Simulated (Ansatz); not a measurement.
Born–Oppenheimer molecular dynamics of a periodic cell of 16 atoms, Pd (surface Pd(110)). It starts from a relaxed structure.

These are results of Ansatz 0.2.0, DFT PBE, scalar-relativistic, plane waves, PAW, not measurements. Settings: accuracy low, PAW set soft_1, cutoff 420 eV, k mesh 2x2x1, fermi-dirac smearing 0.1 eV, no spin polarisation.

```json
{
  "ensemble": "NVT, Langevin thermostat",
  "time step": "3 fs",
  "steps asked": "200",
  "set temperature": "1200 K",
  "friction": "0.01 /fs",
  "atoms held": "1 to 4",
  "seed": "782739"
}
```

First frame:

```xyz
16
Lattice="7.7800 0.0000 0.0000 0.0000 5.5013 0.0000 0.0000 0.0000 16.1260" Properties=species:S:1:pos:R:3
Pd 1.945 1.375 1.000
Pd 5.835 1.375 1.000
Pd 1.945 4.126 1.000
Pd 5.835 4.126 1.000
Pd 0.000 0.000 2.345
Pd 3.890 0.000 2.345
Pd 0.000 2.751 2.345
Pd 3.890 2.751 2.345
Pd 1.945 1.375 3.816
Pd 5.835 1.375 3.816
Pd 1.945 4.126 3.816
Pd 5.835 4.126 3.816
Pd 0.000 0.000 5.164
Pd 3.890 0.000 5.164
Pd 0.000 2.751 5.164
Pd 3.890 2.751 5.164
```

Task: What does the run give?

Result: All steps were run.

```
steps done                                               : 200
time covered                                             : 600 fs
mean temperature over the second half                    : 1271 K
spread of the potential energy over the second half      : 17.9 meV per atom
mean potential energy of the second half above the start : 157.1 meV per atom
```

A run of 0.6 ps of so small a system gives no equilibrium averages. The SCF threshold is loose, so the forces are noisy. Limits of this set-up: coarse k mesh, thin slab, slab without dipole correction, a typed lattice constant that wasn't relaxed here, low accuracy level.

Task: What happens to the structure?

Result: Mean squared displacements from the first frame to the last: Pd 0.16 Å². Another seed would give other details.

Task: How do temperature and energy run in time?

Result: 
```
time (fs)  T (K)  potential energy less start (eV)
        0   1200                             0.000
       30    882                             0.588
       60    917                             1.143
       90    857                             1.501
      120    885                             1.703
      150   1102                             1.921
      180   1272                             1.531
      210   1149                             1.066
      240    735                             1.276
      270   1044                             1.034
      300   1135                             1.718
      330   1198                             2.448
      360    783                             2.257
      390   1107                             2.502
      420    920                             2.607
      450   1456                             2.417
      480   1026                             2.744
      510   1631                             2.140
      540   1263                             2.764
      570   1363                             2.951
      600   1739                             2.617
```

Run time: 12 min on 4 threads of Arm Neoverse V2 (shared host), peak memory 2.2 GiB.
